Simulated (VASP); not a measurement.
# CsSnBr3 (Pm-3m) in VASP: settings compared

The runs below take CsSnBr3 through band structure, with LDA, PBE, PBEsol.

Program: VASP 6.6.1. These are calculated values, not measurements. Logs are shortened: lines on timing, memory, paths and dates and some standing lists are left out, and cuts for length are marked.

**Experimental background.**

“Influence of hidden halogen mobility on local structure of CsSn(Cl1−xBrx)3 mixed-halide perovskites by solid-state NMR”, 2020, pmc:8179406 reports, for a powder of CsSnBr3 at 300 K: band gap 1.79 eV (optical).

How close the calculation comes is told below.

### Step 1. The structure

The structure is cubic, space group Pm-3m (No. 221). The conventional cell has a = 5.839 Å, b = 5.839 Å, c = 5.839 Å, α = 90.00°, β = 90.00°, γ = 90.00°. Cs (site symmetry m-3m) has 12 Br at 4.13 Å as nearest neighbours. Sn (site symmetry m-3m) has 6 Br at 2.92 Å as nearest neighbours. Around Br (site symmetry 4/mmm) lie 2 Sn at 2.92 Å.

The cell is a database's computed one.

### Step 2. Band structure, LDA

File INCAR:

```
  ALGO = Normal
  EDIFF = 1E-6
  ENCUT = 520
  GGA = CA
  ISIF = 2
  ISMEAR = 0
  KPAR = 2
  LASPH = True
  LCHARG = False
  LREAL = False
  LWAVE = False
  NBANDS = 30
  NELM = 80
  PREC = Accurate
  SIGMA = 0.02
```

File KPOINTS:

```
k-points
0
Gamma
  6 6 6
```

File POSCAR:

```
CsSnBr3
1.0
    5.8390056100      0.0000000000      0.0000000000
    0.0000000000      5.8390056100      0.0000000000
    0.0000000000      0.0000000000      5.8390056100
Cs Sn Br
1 1 3
Direct
    0.0000000000      0.0000000000      0.0000000000
    0.5000000000      0.5000000000      0.5000000000
    0.0000000000      0.5000000000      0.5000000000
    0.5000000000      0.5000000000      0.0000000000
    0.5000000000      0.0000000000      0.5000000000
```

File KPOINTS_OPT:

```
path GXMGRX,MR
10
line-mode
reciprocal
 0.0000000000  0.0000000000  0.0000000000  G
 0.0000000000  0.5000000000  0.0000000000  X

 0.0000000000  0.5000000000  0.0000000000  X
 0.5000000000  0.5000000000  0.0000000000  M

 0.5000000000  0.5000000000  0.0000000000  M
 0.0000000000  0.0000000000  0.0000000000  G

 0.0000000000  0.0000000000  0.0000000000  G
 0.5000000000  0.5000000000  0.5000000000  R

 0.5000000000  0.5000000000  0.5000000000  R
 0.0000000000  0.5000000000  0.0000000000  X

 0.5000000000  0.5000000000  0.0000000000  M
 0.5000000000  0.5000000000  0.5000000000  R
```

Potentials or basis: VASP PAW LDA potentials, release 64 (Cs_sv, Sn_d, Br).

Started as:

```bash
$ cat potpaw_LDA.64/Cs_sv/POTCAR potpaw_LDA.64/Sn_d/POTCAR potpaw_LDA.64/Br/POTCAR > POTCAR
$ mpirun -np 2 vasp_std > vasp.out
```

OUTCAR:

```text
EDIFF = 1E-6
   ENCUT = 520
   GGA = CA
   ISIF = 2
   ISMEAR = 0
   LASPH = True
   LREAL = False
   NELM = 80
   PREC = Accurate

 ion  position               nearest neighbor table
   1  0.000  0.000  0.000-
   2  0.500  0.500  0.500-   3 2.92   4 2.92   5 2.92   4 2.92   5 2.92   3 2.92
   3  0.000  0.500  0.500-   2 2.92   2 2.92
   4  0.500  0.500  0.000-   2 2.92   2 2.92
   5  0.500  0.000  0.500-   2 2.92   2 2.92

  LATTYP: Found a simple cubic cell.
 ALAT       =     5.8390056100

  Lattice vectors:

 A1 = (   5.8390056100,   0.0000000000,   0.0000000000)
 A2 = (   0.0000000000,   5.8390056100,   0.0000000000)
 A3 = (   0.0000000000,   0.0000000000,   5.8390056100)

Analysis of symmetry for initial positions (statically):
=====================================================================
 Subroutine PRICEL returns:
 Original cell was already a primitive cell.

 Routine SETGRP: Setting up the symmetry group for a
 simple cubic supercell.

 Subroutine GETGRP returns: Found 48 space group operations
 (whereof 48 operations were pure point group operations)
 out of a pool of 48 trial point group operations.

The static configuration has the point symmetry O_h .

Analysis of symmetry for dynamics (positions and initial velocities):
=====================================================================
 Subroutine PRICEL returns:
 Original cell was already a primitive cell.

 Routine SETGRP: Setting up the symmetry group for a
 simple cubic supercell.

 Subroutine GETGRP returns: Found 48 space group operations
 (whereof 48 operations were pure point group operations)
 out of a pool of 48 trial point group operations.

The dynamic configuration has the point symmetry O_h .

 Subroutine INISYM returns: Found 48 space group operations
 (whereof 48 operations are pure point group operations),
 and found     1 'primitive' translations

----------------------------------------------------------------------------------------

                                     Primitive cell

  volume of cell :     199.0750

  direct lattice vectors                    reciprocal lattice vectors
     5.839005610  0.000000000  0.000000000     0.171262038  0.000000000  0.000000000
     0.000000000  5.839005610  0.000000000     0.000000000  0.171262038  0.000000000
     0.000000000  0.000000000  5.839005610     0.000000000  0.000000000  0.171262038

  length of vectors
     5.839005610  5.839005610  5.839005610     0.171262038  0.171262038  0.171262038

  position of ions in fractional coordinates (direct lattice)
     0.000000000  0.000000000  0.000000000
     0.500000000  0.500000000  0.500000000
     0.000000000  0.500000000  0.500000000
     0.500000000  0.500000000  0.000000000
     0.500000000  0.000000000  0.500000000

  ion indices of the primitive-cell ions
   primitive index   ion index
                 1           1
                 2           2
                 3           3
                 4           4
                 5           5

----------------------------------------------------------------------------------------

 KPOINTS: k-points

Automatic generation of k-mesh.
 Grid dimensions read from file:
 generate k-points for:    6    6    6

 Generating k-lattice:

  Cartesian coordinates                     Fractional coordinates (reciprocal lattice)
     0.028543673  0.000000000  0.000000000     0.166666667  0.000000000  0.000000000
     0.000000000  0.028543673  0.000000000     0.000000000  0.166666667  0.000000000
     0.000000000  0.000000000  0.028543673     0.000000000  0.000000000  0.166666667

  Length of vectors
     0.028543673  0.028543673  0.028543673

  Shift w.r.t. Gamma in fractional coordinates (k-lattice)
     0.000000000  0.000000000  0.000000000

 Subroutine IBZKPT returns following result:
 ===========================================

 Found     20 irreducible k-points:

 Following reciprocal coordinates:
            Coordinates               Weight
  0.000000  0.000000  0.000000      1.000000
  0.166667  0.000000  0.000000      6.000000
  0.333333  0.000000  0.000000      6.000000
  0.500000  0.000000  0.000000      3.000000
  0.166667  0.166667  0.000000     12.000000
  0.333333  0.166667  0.000000     24.000000
[... 12 lines left out ...]
  0.500000  0.500000  0.333333      6.000000
  0.500000  0.500000  0.500000      1.000000
   k-points           NKPTS =     20   k-points in BZ     NKDIM =     20   number of bands    NBANDS=     30
   number of dos      NEDOS =    301   number of ions     NIONS =      5
   total plane-waves  NPLWV = 110592
   dimension x,y,z NGX =    48 NGY =   48 NGZ =   48
   dimension x,y,z NGXF=    96 NGYF=   96 NGZF=   96
   ions per type =               1   1   3
   NGX,Y,Z   is equivalent  to a cutoff of  13.67, 13.67, 13.67 a.u.
   NGXF,Y,Z  is equivalent  to a cutoff of  27.33, 27.33, 27.33 a.u.
 SYSTEM =  unknown system
   PREC   = accura    normal or accurate (medium, high low for compatibility)
   ISTART =      0    job   : 0-new  1-cont  2-samecut
   ICHARG =      2    charge: 1-file 2-atom 10-const
   ISPIN  =      1    spin polarized calculation?
   LNONCOLLINEAR =      F non collinear calculations
   LSORBIT =      F    spin-orbit coupling
   LASPH  =      T    aspherical Exc in radial PAW
   ENCUT  =  520.0 eV  38.22 Ry    6.18 a.u.  10.86 10.86 10.86*2*pi/ulx,y,z
   NELM   =     80;   NELMIN=  2; NELMDL= -5     # of ELM steps
   EDIFF  = 0.1E-05   stopping-criterion for ELM
   LREAL  =      F    real-space projection
   EDIFFG = 0.1E-04   stopping-criterion for IOM
   NSW    =      0    number of steps for IOM
   IBRION =     -1    ionic relax: 0-MD 1-quasi-New 2-CG
   NFREE  =      0    steps in history (QN), initial steepest desc. (CG)
   ISIF   =      2    stress and relaxation
   ISYM   =      2    0-nonsym 1-usesym 2-fastsym
   POTIM  = 0.5000    time-step for ionic-motion
   TEBEG  =    0.0;   TEEND  =   0.0 temperature during run
   PSTRESS=    0.0 pullay stress
   NELECT =      44.0000    total number of electrons
   NUPDOWN=      -1.0000    fix difference up-down
   EMIN   =  10.00;   EMAX   =-10.00  energy-range for DOS
   EFERMI =   0.00;   METHOD = LEGACY
   ISMEAR =     0;   SIGMA  =   0.02  broadening in eV -4-tet -1-fermi 0-gaus
   EFERMI_NEDOS =   21; number of points for ismear=-14 and -15
   IALGO  =     38    algorithm
   IMIX   =      4    mixing-type and parameters
     AMIX     =   0.40;   BMIX     =  1.00
     AMIX_MAG =   1.60;   BMIX_MAG =  1.00
  volume/ion in A,a.u.               =      39.81       268.68
  Fermi-wavevector in a.u.,A,eV,Ry     =   0.989814  1.870477 13.330054  0.979731
  Thomas-Fermi vector in A             =   2.121439
   LORBIT       =      0    0 simple, 1 ext, 2 COOP (PROOUT), +10 PAW based schemes
   GGA     = CA    functional components
   LHFCALC =     F    Hartree Fock is set to
   AEXX    =    0.0000 exact exchange contribution
   IVDW    =     0    specifies the selected vdW correction
   LEPSILON=     F    determine dielectric tensor
   LRPA    =     F    only Hartree local field effects (RPA)
 non-spin polarized calculation
 Gauss-broadening in eV      SIGMA  =   0.02
  energy-cutoff  :      520.00
  volume of cell :      199.07
 maximum number of plane-waves:      5400
 NGX is ok and might be reduce to    48
   NGX = 21   NGY = 21   NGZ = 21

 number of electron      44.0000007 magnetization

 Free energy of the ion-electron system (eV)
  ---------------------------------------------------
  ext. energy  EPLUGINS =         0.00000000
  ---------------------------------------------------
  free energy    TOTEN  =       -17.76650685 eV

  energy without entropy =      -17.76650685  energy(sigma->0) =      -17.76650685

 E-fermi :   2.0916     XC(G=0):  -8.0701

 val. band max:        1.9397306564   @ k =   0.5000   0.5000   0.5000
 cond. band min:       2.3546712766   @ k =   0.5000   0.5000   0.5000
 fundamental gap:      0.4149406203
 Fermi energy:         2.0916453334

 k-point     1 :       0.0000    0.0000    0.0000
  band No.  band energies     occupation
      1     -20.1597      2.00000
      2     -20.1051      2.00000
      3     -20.1051      2.00000
      4     -20.0721      2.00000
      5     -20.0721      2.00000
      6     -20.0721      2.00000
[... 22 lines left out ...]
     29       6.7889      0.00000
     30       6.7889      0.00000

 k-point     2 :       0.1667    0.0000    0.0000
  band No.  band energies     occupation
      1     -20.1594      2.00000
      2     -20.1051      2.00000
      3     -20.1035      2.00000
      4     -20.0721      2.00000
      5     -20.0721      2.00000
      6     -20.0721      2.00000
[... 22 lines left out ...]
     29       5.9298      0.00000
     30       6.7685      0.00000

 k-point     3 :       0.3333    0.0000    0.0000
  band No.  band energies     occupation
      1     -20.1587      2.00000
      2     -20.1051      2.00000
      3     -20.1005      2.00000
      4     -20.0722      2.00000
      5     -20.0722      2.00000
      6     -20.0721      2.00000
[... 22 lines left out ...]
     29       6.1812      0.00000
     30       7.0181      0.00000

 k-point     4 :       0.5000    0.0000    0.0000
  band No.  band energies     occupation
      1     -20.1584      2.00000
      2     -20.1051      2.00000
      3     -20.0989      2.00000
      4     -20.0723      2.00000
      5     -20.0723      2.00000
      6     -20.0721      2.00000
[... 484 lines left out ...]
     29       6.4638      0.00000
     30       7.0530      0.00000

 k-point    19 :       0.5000    0.5000    0.3333
  band No.  band energies     occupation
      1     -20.1567      2.00000
      2     -20.0973      2.00000
      3     -20.0958      2.00000
      4     -20.0724      2.00000
      5     -20.0724      2.00000
      6     -20.0724      2.00000
[... 22 lines left out ...]
     29       6.2930      0.00000
     30       7.2302      0.00000

 k-point    20 :       0.5000    0.5000    0.5000
  band No.  band energies     occupation
      1     -20.1564      2.00000
      2     -20.0958      2.00000
      3     -20.0958      2.00000
      4     -20.0725      2.00000
      5     -20.0725      2.00000
      6     -20.0725      2.00000
[... 22 lines left out ...]
     29       6.1695      0.00000
     30       7.5044      0.00000

------------------------ aborting loop because EDIFF is reached ----------------------------------------

  FORCE on cell =-STRESS in cart. coord.  units (eV):
  Direction    XX          YY          ZZ          XY          YZ          ZX
  --------------------------------------------------------------------------------------
  -------------------------------------------------------------------------------------
  Total       -2.3387581     -2.3387581     -2.3387581      0.0000000      0.0000000     -0.0000000
  in kB      -18.8225827    -18.8225827    -18.8225827      0.0000000      0.0000000     -0.0000000
  external PRESSURE =     -18.8225827 kB  Pullay stress =       0.0000000 kB

 VOLUME and BASIS-vectors are now :
 -----------------------------------------------------------------------------
  energy-cutoff  :      520.00
  volume of cell :      199.07
      direct lattice vectors                 reciprocal lattice vectors
     5.839005610  0.000000000  0.000000000     0.171262038  0.000000000  0.000000000
     0.000000000  5.839005610  0.000000000     0.000000000  0.171262038  0.000000000
     0.000000000  0.000000000  5.839005610     0.000000000  0.000000000  0.171262038

 POSITION                                       TOTAL-FORCE (eV/Angst)
 -----------------------------------------------------------------------------------
      0.00000      0.00000      0.00000         0.000000      0.000000      0.000000
      2.91950      2.91950      2.91950         0.000000      0.000000      0.000000
      0.00000      2.91950      2.91950         0.000000      0.000000      0.000000
      2.91950      2.91950      0.00000         0.000000      0.000000      0.000000
      2.91950      0.00000      2.91950         0.000000      0.000000      0.000000
 -----------------------------------------------------------------------------------
    total drift:                                0.000000     -0.000000     -0.000000

  FREE ENERGIE OF THE ION-ELECTRON SYSTEM (eV)
  ---------------------------------------------------
  free  energy   TOTEN  =       -17.7665068523 eV

  energy  without entropy=      -17.7665068523  energy(sigma->0) =      -17.76650685
```

Run time: 2.2 min. Hardware: 2 MPI ranks of Intel Xeon Platinum 8488C (Sapphire Rapids), shared host; peak memory 0.37 GiB.

What came out:

```
Free energy             : -17.7665 eV
Pressure                : -1.9 GPa
Band gap on the k mesh  : 0.41 eV, direct
Band gap along the path : 0.41 eV, direct
```

Levels at the corners of the path, in eV from the valence-band top:
| point | band 19 | band 20 | band 21 | band 22 | band 23 | band 24 | band 25 | band 26 |
| --- | --- | --- | --- | --- | --- | --- | --- | --- |
| Γ | -2.91 | -2.78 | -2.78 | -2.78 | 1.96 | 3.10 | 3.10 | 3.82 |
| X | -3.06 | -2.91 | -2.91 | -1.95 | 1.43 | 3.46 | 4.07 | 4.19 |
| X | -3.06 | -2.91 | -2.91 | -1.95 | 1.43 | 3.46 | 4.07 | 4.19 |
| M | -3.19 | -3.19 | -2.42 | -0.96 | 0.96 | 0.96 | 3.87 | 4.26 |
| M | -3.19 | -3.19 | -2.42 | -0.96 | 0.96 | 0.96 | 3.87 | 4.26 |
| Γ | -2.91 | -2.78 | -2.78 | -2.78 | 1.96 | 3.10 | 3.10 | 3.82 |
| Γ | -2.91 | -2.78 | -2.78 | -2.78 | 1.96 | 3.10 | 3.10 | 3.82 |
| R | -2.40 | -2.40 | -2.40 | 0.00 | 0.41 | 0.41 | 0.41 | 3.50 |
| R | -2.40 | -2.40 | -2.40 | 0.00 | 0.41 | 0.41 | 0.41 | 3.50 |
| X | -3.06 | -2.91 | -2.91 | -1.95 | 1.43 | 3.46 | 4.07 | 4.19 |
| M | -3.19 | -3.19 | -2.42 | -0.96 | 0.96 | 0.96 | 3.87 | 4.26 |
| R | -2.40 | -2.40 | -2.40 | 0.00 | 0.41 | 0.41 | 0.41 | 3.50 |

Caveat: spin-orbit coupling is left out, which moves the levels of the heavy elements.

[end of part 1 of 2]
